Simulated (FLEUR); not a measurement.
# How the ratio c/a moves the moments of NiO, part 2 of 2

How does the ratio c/a change the magnetic state of NiO?

FLEUR MaX-R8.1; PBE with U = 6 eV on Ni d; all-electron FLAPW, Dirac cores, scalar-relativistic bands.

So far, largest spin moment in the muffin-tin sphere (μB): step 2 (factor 1, start ferro +) 1.79; step 3 (factor 1, start antiferro q=(0,0,1/2) +-) 1.72.

**4. Factor 1.1, start ferro +**

The farthest finished point is shown in full.

The k list default-1 (kpts.xml, not shown) is a Γ-centred 8×8×8 mesh.

File inp.xml:

```
<?xml version="1.0" encoding="UTF-8" standalone="no"?>
<fleurInput fleurInputVersion="0.39">
   <comment>
      NiO
   </comment>
   <calculationSetup>
      <cutoffs Kmax="4.4" Gmax="13.2" GmaxXC="13.2" numbands="0"/>
      <scfLoop itmax="110" minDistance="0.0001" maxIterBroyd="15" imix="Anderson" alpha="0.05" precondParam="0.0" spinf="2.0" sdNocoIR="T"/>
      <coreElectrons ctail="T" frcor="F" kcrel="0" coretail_lmax="0"/>
      <xcFunctional name="pbe" relativisticCorrections="F"/>
      <magnetism jspins="2"/>
      <soc l_soc="F" theta="0.0" phi="0.0" spav="F"/>
      <expertModes spex="0" secvar="F"/>
      <geometryOptimization l_f="F" forcealpha="1.0" forcemix="BFGS" epsdisp="0.00001" epsforce="0.00001"/>
      <ldaU l_linMix="F" mixParam="0.05" spinf="1.0"/>
   </calculationSetup>
   <cell>
      <bzIntegration valenceElectrons="24.0" mode="hist" fermiSmearingEnergy="0.00183747">
         <kPointListSelection listName="default-1"/>
         <xi:include xmlns:xi="http://www.w3.org/2001/XInclude" href="kpts.xml"> </xi:include>
      </bzIntegration>
      <xi:include xmlns:xi="http://www.w3.org/2001/XInclude" href="sym.xml"> </xi:include>
      <bulkLattice scale="1.0">
         <bravaisMatrix>
            <row-1>    0.0000000000000000     3.7583424586238228     4.3359611075339712</row-1>
            <row-2>    3.7583424586238228     0.0000000000000000     4.3359611075339712</row-2>
            <row-3>    3.7583424586238228     3.7583424586238228     0.0000000000000000</row-3>
         </bravaisMatrix>
      </bulkLattice>
   </cell>
   <atomSpecies>
      <species name="Nickel (Ni2.000" element="Ni" atomicNumber="28">
         <mtSphere radius="2.21" gridPoints="731" logIncrement="0.017"/>
         <atomicCutoffs lmax="8" lnonsphr="6"/>
         <electronConfig flipSpins="F">
            <coreConfig>(1s1/2) (2s1/2) (2p1/2) (2p3/2)</coreConfig>
            <valenceConfig>(3s1/2) (3p1/2) (3p3/2) (4s1/2) (3d3/2) (3d5/2)</valenceConfig>
            <stateOccupation state="(3d3/2)" spinUp="2.0" spinDown="1.2"/>
            <stateOccupation state="(3d5/2)" spinUp="3.0" spinDown="1.8"/>
         </electronConfig>
         <energyParameters s="4" p="4" d="3" f="4"/>
         <ldaU l="2" U="6.0" J="0.0" l_amf="F"/>
         <lo type="SCLO" l="0" n="3" eDeriv="0"/>
         <lo type="SCLO" l="1" n="3" eDeriv="0"/>
      </species>
      <species name="Oxygen (O)" element="O" atomicNumber="8">
         <mtSphere radius="1.25" gridPoints="415" logIncrement="0.025"/>
         <atomicCutoffs lmax="6" lnonsphr="4"/>
         <electronConfig flipSpins="F">
            <coreConfig>(1s1/2)</coreConfig>
            <valenceConfig>(2s1/2) (2p1/2) (2p3/2)</valenceConfig>
            <stateOccupation state="(2p1/2)" spinUp="0.666667" spinDown="0.666667"/>
            <stateOccupation state="(2p3/2)" spinUp="1.333333" spinDown="1.333333"/>
         </electronConfig>
         <energyParameters s="2" p="2" d="3" f="4"/>
      </species>
   </atomSpecies>
   <atomGroups>
      <atomGroup species="Nickel (Ni2.000">
         <relPos label="                   1">.0000000000 .0000000000 .0000000000</relPos>
         <force calculate="T" relaxXYZ="TTT"/>
      </atomGroup>
      <atomGroup species="Oxygen (O)">
         <relPos label="                   2">1.000/2.000 1.000/2.000 1.000/2.000</relPos>
         <force calculate="T" relaxXYZ="TTT"/>
      </atomGroup>
   </atomGroups>
   <output dos="F" band="F" slice="F">
      <bandDOS minEnergy="-.5*Htr" maxEnergy="0.5*Htr" sigma="0.015" storeEVData="T"/>
      <plotting iplot="0" polar="F">
         <plot TwoD="T" vec1="  1.0  0.0  0.0" vec2="  0.0  1.0  0.0" vec3="  0.0  0.0  1.0" zero="  0.0  0.0  0.0" file="plot"/>
      </plotting>
      <moessbauerParams electricFieldGradient="F" isomerShift="F" coreHyperfine="F" valenceHyperfine="F"/>
   </output>
</fleurInput>
```

File crystal.txt:

```
NiO
&input film=F cartesian=F /
0.00000000000  1.98882917990  2.29449180550
1.98882917990  0.00000000000  2.29449180550
1.98882917990  1.98882917990  0.00000000000
1.8897261246
1.0 1.0 1.0

2
28 0.00000000000  0.00000000000  0.00000000000 : 2.000
8 0.50000000000  0.50000000000  0.50000000000

&kpt div1=8 div2=8 div3=8 gamma=T /
```

Launch:

```
$ OMP_NUM_THREADS=1 inpgen -f crystal.txt > inpgen.log  # inp.xml is then edited as shown
$ OMP_NUM_THREADS=1 mpirun -n 8 fleur_MPI > fleur.log
```

Output:

```text
[banner, memory and clock lines left out]
Welcome to FLEUR        (www.flapw.de)
      MaX-Release 8.1          (www.max-centre.eu)

 ========== k-point set info ==========
 Selected k-point list: default-1
 k-point list type: mesh
 0 x 0 x 0
 Number of k points: 64

 [... set-up left out ...]
 no density matrix found ... skipping LDA+U
 Reset of history
 Iteration:     1   Distance:      28.92560698 me/bohr^3
 Iteration:     2   Distance:      38.63187021 me/bohr^3
 Iteration:     3   Distance:      36.10143673 me/bohr^3
 Iteration:     4   Distance:      18.61574849 me/bohr^3
[...]
[... left out ...]
            <freeEnergy value="-1595.9528486976"/>
            <extrapolationTo0K value="-1595.9528486976"/>
         </totalEnergy>
         [... left out ...]
         <ldaUDensityMatrixConvergence>
            <distance spin="1" distance="0.000000"/>
            <distance spin="2" distance="0.000000"/>
         </ldaUDensityMatrixConvergence>
         <densityConvergence units="me/bohr^3">
            <chargeDensity spin="1" distance="0.0000312966"/>
            <chargeDensity spin="2" distance="0.0000215099"/>
            <overallChargeDensity distance="0.0000467866"/>
            <spinDensity distance="0.0000263689"/>
         </densityConvergence>
      </iteration>
```

It took 14 s on 8 MPI ranks of Arm Neoverse N1, shared host; peak memory 0.35 GiB.

Spin moment in the muffin-tin sphere by atom:

| atom | spin moment in the muffin-tin sphere (μB) |
| --- | --- |
| Ni1 | 1.79 |
| O2 | 0.16 |

This step gave:

| Item | Value |
| --- | --- |
| free energy | -43428.0894 eV |
| program's band gap on this mesh (in a metal only a level spacing) | 0.9028 eV |
| magnetization | 2 μB |
| final state | ferromagnetic |

After 19 cycles the largest moment stands at 1.79 μB.

**5. Factor 1.1, start antiferro q=(0,0,1/2) +-**

The k list default-1 (kpts.xml, not shown) is a Γ-centred 8×8×4 mesh.

Edit inp.xml of step 4 so:

```diff
@@ -17,3 +17,3 @@
    <cell>
-      <bzIntegration valenceElectrons="24.0" mode="hist" fermiSmearingEnergy="0.00183747">
+      <bzIntegration valenceElectrons="48.0" mode="hist" fermiSmearingEnergy="0.00183747">
          <kPointListSelection listName="default-1"/>
@@ -26,3 +26,3 @@
             <row-2>    3.7583424586238228     0.0000000000000000     4.3359611075339712</row-2>
-            <row-3>    3.7583424586238228     3.7583424586238228     0.0000000000000000</row-3>
+            <row-3>    7.5166849172476455     7.5166849172476455     0.0000000000000000</row-3>
          </bravaisMatrix>
@@ -39,2 +39,16 @@
             <stateOccupation state="(3d5/2)" spinUp="3.0" spinDown="1.8"/>
+         </electronConfig>
+         <energyParameters s="4" p="4" d="3" f="4"/>
+         <ldaU l="2" U="6.0" J="0.0" l_amf="F"/>
+         <lo type="SCLO" l="0" n="3" eDeriv="0"/>
+         <lo type="SCLO" l="1" n="3" eDeriv="0"/>
+      </species>
+      <species name="Nickel (Ni-2.000" element="Ni" atomicNumber="28">
+         <mtSphere radius="2.21" gridPoints="731" logIncrement="0.017"/>
+         <atomicCutoffs lmax="8" lnonsphr="6"/>
+         <electronConfig flipSpins="F">
+            <coreConfig>(1s1/2) (2s1/2) (2p1/2) (2p3/2)</coreConfig>
+            <valenceConfig>(3s1/2) (3p1/2) (3p3/2) (4s1/2) (3d3/2) (3d5/2)</valenceConfig>
+            <stateOccupation state="(3d3/2)" spinUp="1.2" spinDown="2.0"/>
+            <stateOccupation state="(3d5/2)" spinUp="1.8" spinDown="3.0"/>
          </electronConfig>
@@ -62,4 +76,9 @@
       </atomGroup>
+      <atomGroup species="Nickel (Ni-2.000">
+         <relPos label="                   2">.0000000000 .0000000000 1.000/2.000</relPos>
+         <force calculate="T" relaxXYZ="TTT"/>
+      </atomGroup>
       <atomGroup species="Oxygen (O)">
-         <relPos label="                   2">1.000/2.000 1.000/2.000 1.000/2.000</relPos>
+         <relPos label="                   3">1.000/2.000 1.000/2.000 1.000/4.000</relPos>
+         <relPos label="                   4">1.000/2.000 1.000/2.000 -1.000/4.000</relPos>
          <force calculate="T" relaxXYZ="TTT"/>
```

File crystal.txt:

```
NiO
&input film=F cartesian=F /
0.00000000000  1.98882917990  2.29449180550
1.98882917990  0.00000000000  2.29449180550
3.97765835980  3.97765835980  0.00000000000
1.8897261246
1.0 1.0 1.0

4
28 0.00000000000  0.00000000000  0.00000000000 : 2.000
28 0.00000000000  0.00000000000  0.50000000000 : -2.000
8 0.50000000000  0.50000000000  0.25000000000
8 0.50000000000  0.50000000000  0.75000000000

&kpt div1=8 div2=8 div3=4 gamma=T /
```

Output:

```text
[banner, memory and clock lines left out]
Welcome to FLEUR        (www.flapw.de)
      MaX-Release 8.1          (www.max-centre.eu)

 ========== k-point set info ==========
 Selected k-point list: default-1
 k-point list type: mesh
 0 x 0 x 0
 Number of k points: 80

 [... set-up left out ...]
 no density matrix found ... skipping LDA+U
 Reset of history
 Iteration:     1   Distance:      34.35963006 me/bohr^3
 Iteration:     2   Distance:      38.68093304 me/bohr^3
 Iteration:     3   Distance:      36.10505279 me/bohr^3
 Iteration:     4   Distance:      17.83319747 me/bohr^3
[...]
[... left out ...]
            <freeEnergy value="-3191.9127414421"/>
            <extrapolationTo0K value="-3191.9127414421"/>
         </totalEnergy>
         [... left out ...]
         <ldaUDensityMatrixConvergence>
            <distance spin="1" distance="0.000003"/>
            <distance spin="2" distance="0.000003"/>
         </ldaUDensityMatrixConvergence>
         <densityConvergence units="me/bohr^3">
            <chargeDensity spin="1" distance="0.0000438463"/>
            <chargeDensity spin="2" distance="0.0000420138"/>
            <overallChargeDensity distance="0.0000791041"/>
            <spinDensity distance="0.0000334345"/>
         </densityConvergence>
      </iteration>
```

Run time: 1.7 min. Hardware: 8 MPI ranks; peak memory 0.52 GiB; 14 min of CPU time.

This step gave:

| Property | Result |
| --- | --- |
| free energy | -86856.3705 eV |
| program's band gap on this mesh (in a metal only a level spacing) | 2.742 eV |
| magnetization | 0 μB |
| final state | antiferromagnetic |
| largest moment | 1.710 μB |

After 39 cycles the largest moment stands at 1.71 μB.

**6. All points**

In all 18 runs were made at the factors 0.9, 0.93, 0.96, 0.98, 1, 1.02, 1.04, 1.07 and 1.1, of which 18 converged. The tables hold the factors at which the parallel start converged, and CPU times count converged runs alone. Differences are of free energies.

Final states:

| factor on c at fixed volume | ferro + | antiferro q=(0,0,1/2) +- | CPU time (s) |
| --- | --- | --- | --- |
| 0.9 | ferromagnetic | antiferromagnetic | 924.9 |
| 0.93 | ferromagnetic | antiferromagnetic | 781.7 |
| 0.96 | ferromagnetic | antiferromagnetic | 689.8 |
| 0.98 | ferromagnetic | antiferromagnetic | 699.4 |
| 1 | ferromagnetic | antiferromagnetic | 534.9 |
| 1.02 | ferromagnetic | antiferromagnetic | 694.5 |
| 1.04 | ferromagnetic | antiferromagnetic | 764.7 |
| 1.07 | ferromagnetic | antiferromagnetic | 788.7 |
| 1.1 | ferromagnetic | antiferromagnetic | 934.6 |

The energy over the lowest point, ferro + by factor on c at fixed volume:

| factor on c at fixed volume | energy over the lowest point, ferro + (meV a primitive cell) |
| --- | --- |
| 0.9000 | 319 |
| 0.9300 | 135 |
| 0.9600 | 46.5 |
| 0.9800 | 7.28 |
| 1.0000 | 0 |
| 1.0200 | 4.00 |
| 1.0400 | 22.5 |
| 1.0700 | 95.1 |
| 1.1000 | 193 |

Table of largest sphere moment by factor on c at fixed volume:

| factor on c at fixed volume | ferro + (μB) | antiferro q=(0,0,1/2) +- (μB) |
| --- | --- | --- |
| 0.9000 | 1.78 | 1.71 |
| 0.9300 | 1.79 | 1.71 |
| 0.9600 | 1.79 | 1.72 |
| 0.9800 | 1.79 | 1.72 |
| 1.0000 | 1.79 | 1.72 |
| 1.0200 | 1.79 | 1.72 |
| 1.0400 | 1.79 | 1.72 |
| 1.0700 | 1.79 | 1.71 |
| 1.1000 | 1.79 | 1.71 |

The net moment, ferro + stays at 2.00 μB a primitive cell for factor on c at fixed volume from 0.9 to 1.1.

Table of energy less that of the parallel start, antiferro q=(0,0,1/2) +- by factor on c at fixed volume:

| factor on c at fixed volume | energy less that of the parallel start, antiferro q=(0,0,1/2) +- (meV a seeded atom) |
| --- | --- |
| 0.9000 | -94.9 |
| 0.9300 | -92.8 |
| 0.9600 | -92.0 |
| 0.9800 | -91.7 |
| 1.0000 | -91.8 |
| 1.0200 | -91.6 |
| 1.0400 | -92.0 |
| 1.0700 | -93.5 |
| 1.1000 | -95.8 |

**7. Results**

| Property | Result |
| --- | --- |
| largest moment, parallel start | 1.78 μB at 0.9, 1.79 μB at 1.1 |
| net moment, parallel start | 2.00 to 2 μB a primitive cell |
| start antiferro q=(0,0,1/2) +- less the parallel start | -94.9 meV at 0.9, -95.8 meV at 1.1, a seeded atom |

What this shows: The largest moment of the parallel start goes from 1.78 μB at 0.9 to 1.79 μB at 1.1. Its energy is least at 1 of the points run. The start antiferro q=(0,0,1/2) +- lies under the parallel start at every point where both finished. The opposed order is one of several, taken for its small cell; another can lie lower, so the scan does not name the ground state. Atoms were not relaxed at any point.

[Logs and program files are shortened in this print: banners, set-up blocks, solver, clock and traceback lines can be left out without a mark of their own.]

[Logs are printed without paths, hosts, clocks, repeated set-up lines and the standing remarks that a program may print on its own settings, such as how far it seeks lower states.]

[Hosts, paths, dates, database ids (printed as entryN), source tags and the programs' standing remarks are cut or masked in the printed files.]

[Where a cell is said to come from a database of computed structures, the database is the Materials Project.]
